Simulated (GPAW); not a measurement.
TiO:

```
Ti O
1.0
     5.41668    0.00000    0.00000
     0.00000    2.70834    0.00000
     0.00000    0.00000    2.70834
Ti O
2 2
Direct
  0.00000 0.00000 0.00000
  0.50000 0.00000 0.00000
  0.25000 0.50000 0.50000
  0.75000 0.50000 0.50000
```

The cell comes from a database or a generator and needn't be the stable form of this composition.

Base run:

| Item | Value |
| --- | --- |
| Program | GPAW 26.7.0 |
| Functional | LDA |
| Potentials or basis | the program's PAW data sets (release 1.2.1) made for this functional |
| Cutoff | 600 eV |
| Basis | pw |
| k mesh | 4 × 7 × 7 |
| Occupations | gaussian, width 0.05 eV |
| Spin | collinear spin, antiferromagnetic start |
| Starting moments | [2.0, -2.0, 0.0, 0.0] μB |
| Hubbard terms | Ti d U = 2 eV |

Its results: band gap on the k mesh none (metal or under the smearing width); pressure -29.1 GPa; net moment -0.16 μB per cell; site moments Ti +0.20, -0.32; O -0.01 μB.

Task: The run is repeated on the same cell with these changes: hubbard terms from Ti d U = 2 eV to Ti d U = 6 eV. What comes out?

Result: Band gap on the k mesh 3.04 eV; pressure -0.4 GPa; net moment 0.00 μB per cell; site moments Ti +1.57, -1.57; O +0.00 μB.

Caveats: the cutoff is short for stress and forces, so pressures can be off by a GPa or more; a pressure of tens of GPa on the cell as given is suspect, and the run, the potentials or the cell itself is likely at fault (some runs); an odd mesh through Γ misses points on the zone boundary, where band edges often lie (some runs).
